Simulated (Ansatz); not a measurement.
# SiO$_{2}$: checking dH/dP = V

Level of theory: DFT PBE, scalar-relativistic, plane waves, PAW in Ansatz 0.2.0. Settings: 420 eV cutoff, 6×6×4 k-mesh, Gaussian smearing of 0.02 eV, no spin polarisation.

The relaxed crystal:

```yaml
crystal:
  lattice:
    - [5.09930, 0.00000, 0.00000]
    - [-2.54965, 4.41613, 0.00000]
    - [0.00000, 0.00000, 8.62857]
  atoms:
    - { symbol: Si, position: [0.66667, 0.33333, 0.93720] }
    - { symbol: Si, position: [0.66667, 0.33333, 0.56280] }
    - { symbol: Si, position: [0.33333, 0.66667, 0.06280] }
    - { symbol: Si, position: [0.33333, 0.66667, 0.43720] }
    - { symbol: O, position: [0.00000, 0.41738, 0.00000] }
    - { symbol: O, position: [0.41738, 0.41738, 0.50000] }
    - { symbol: O, position: [0.58262, 0.00000, 0.50000] }
    - { symbol: O, position: [0.58262, 0.58262, 0.00000] }
    - { symbol: O, position: [0.00000, 0.58262, 0.50000] }
    - { symbol: O, position: [0.66667, 0.33333, 0.75000] }
    - { symbol: O, position: [0.33333, 0.66667, 0.25000] }
    - { symbol: O, position: [0.41738, 0.00000, 0.00000] }
```

Cell and atoms were relaxed at each target pressure within the start's symmetry (P6_322), at zero temperature; other phases can be more stable under pressure. H = E + PV with P the target; E is the free energy at the smearing used, whose derivative the pressure is, per atom and counted from zero pressure.

```tsv
P (GPa)	V (Å³/atom)	E − E0 (meV)	H − H0 (meV)
0	16.192	0.0	0.0
3	15.013	10.3	291.4
8	13.809	49.6	739.1
15	12.853	116.4	1319.8
30	11.677	276.3	2462.7
```

Q: Thermodynamics gives dH/dP = V along a relaxed path. Integrate V over P by the trapezoid rule and compare with the computed enthalpies.

A: With 1 eV/Å³ = 160.22 GPa, each step adds the mean volume times ΔP / 160.22:
```
P (GPa)  ∫V dP (meV) H − H0 (meV) difference (meV)
      3        292.2         291.4               0.8
      8        741.9         739.1               2.8
     15       1324.3        1319.8               4.5
     30       2472.6        2462.7               9.8
```

V(P) curves upward, so the trapezoid rule runs high; integrating a smooth curve through the same points (P as a polynomial of degree 4 in ln V) puts that excess at about 9.6 meV at 30 GPa, against the 9.8 meV found.

Q: At 30 GPa, how much of the enthalpy change is stored energy and how much is the PV term?

A: E rises by 276 meV/atom and PV is 30 × 11.677 / 160.22 = 2186 meV/atom, so PV makes 89 % of ΔH. So between rival structures at high pressure a small difference in volume can outweigh the difference in energy: 1 % of this volume is worth 21.9 meV/atom at this pressure.

Q: What bulk modulus do the lowest pressures give, and how is the compression shared among the axes?

A: From the pressures that the runs reached, -3.01 GPa (17.680 Å³) and 2.98 GPa (15.013 Å³), B = −ΔP/Δln V = 5.99 / 0.1635 = 37 GPa, a mean over that range. The linear compressibilities −Δln(length)/ΔP are 12.92 along a, 12.92 along b, 1.46 along c (in TPa⁻¹). With fixed angles they add up to 1/B: 27.30 against 27.30. Softest: a and b, at 47 % of the volume change per axis.

Q: The gap is 5.266 eV at -3.01 GPa and 5.563 eV at 2.98 GPa. What pressure coefficient and volume deformation potential follow?

A: dE_g/dP = 49.5 meV/GPa, and a_V = dE_g/d ln V = −B dE_g/dP = -1.81 eV. The band edges lie at other k points in the two runs, so this is a mean over different edges. Gaps are Kohn–Sham gaps over the whole zone.

This form isn't the usual stable structure of the compound.